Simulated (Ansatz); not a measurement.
HgTe: zone-centre modes

Method: DFT PBE, scalar-relativistic, plane waves, PAW (Ansatz). Cutoff 420 eV, Γ-centred 10×10×8 k-points, Gaussian smearing of 0.15 eV. Spin–orbit coupling is left out, which can shift energies with elements as heavy as these. No spin polarisation.

The starting cell (relaxed at this level; this form isn't the usual structure):

```
CELL_PARAMETERS angstrom
2.96643 -3.47839 0.00000
2.96643 3.47839 0.00000
0.00000 0.00000 5.87818
ATOMIC_POSITIONS crystal
Hg 0.33194 0.66806 0.75000
Hg 0.66806 0.33194 0.25000
Te 0.77075 0.22925 0.75000
Te 0.22925 0.77075 0.25000
```

Harmonic modes by finite displacements of 0.02 Å, without the LO–TO term.

Task: At this geometry, is the structure stable against these modes?

Result: Yes: no mode is imaginary beyond 10 cm⁻¹, and only the three translations lie near zero.

Task: List the wavenumbers in cm⁻¹.

Result: 0, 0, 0, 29, 29, 39, 53, 69, 81, 94, 115, 117.

Cost: 1 run of about 17 core-minutes, on Intel Xeon Processor @ 2.50GHz (Skylake/Cascade Lake) (shared hosts).